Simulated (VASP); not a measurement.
Consider the following.

```
ZnTe
1.0
    0.00000     3.09193     3.09193
    3.09193     0.00000     3.09193
    3.09193     3.09193     0.00000
Zn Te
1 1
Direct
  0.00000   0.00000   0.00000
  0.25000   0.25000   0.25000
```

Level of theory: PBE GGA, VASP's PBE PAW potentials (set 64) (plane waves; VASP). Numerical set-up: 520 eV cut-off, 7×7×7 Γ-centred mesh, Gaussian smearing of 0.050 eV, potentials Zn Te.

Unless said otherwise, spin-orbit coupling is left out, though it shifts the bands of the heavy elements here.

Problem. Predict the energy per atom (σ→0), band gap (on the k-mesh) with the smallest direct gap where there is one.

Solution. 
```
Quantity                                     Result
-----------------------------------  --------------
band gap (on the k-mesh)                    1.06 eV
smallest direct gap (on the k-mesh)         1.06 eV
energy per atom (σ→0)                -2.593 eV/atom
```

The absolute energy has meaning only against runs of the same code, potentials and settings.

The compound is ZnTe in the zinc blende structure. It was relaxed first.
